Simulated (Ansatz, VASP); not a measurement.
# One calculation of As, two programs

```
As
1.0
     2.70368    0.00000    0.00000
     0.00000    2.70368    0.00000
     0.00000    0.00000    2.70368
As
1
Direct
  0.50000 0.50000 0.50000
```

This isn't the form of As at room conditions, which is rhombohedral.

Alike in both runs: functional r2SCAN; k mesh 7 × 7 × 7; occupations fermi-dirac, width 0.05 eV; non-collinear spin, spin-orbit coupling.

```csv
,VASP,Ansatz
version,VASP 6.6.1,Ansatz 0.2.0
potentials or method,"VASP PAW PBE potentials, release 64 (As)",Ansatz PAW
plane-wave cutoff (eV),520,500
valence electrons in the cell,5,15
task,single point,band structure
```

```csv
,VASP,Ansatz,Ansatz less VASP
gap on the k mesh at the Fermi level (eV),none,none,-
pressure (GPa),0.5,0.6,+0.02
net moment per atom (μB),0.00,0.00,0.000
```

A gap of «none» marks a metal or a gap that the smearing closes. The functional is the same, so the differences come from potentials, cutoffs and numerics. The two sets of potentials don't hold the same shells in valence.

Caveats: the PAW data sets were made with another functional, which shifts forces and pressure a little (VASP); the PAW data sets come from PBE, with cores solved anew for the run's functional, which leaves a small shift of forces and pressure (Ansatz).
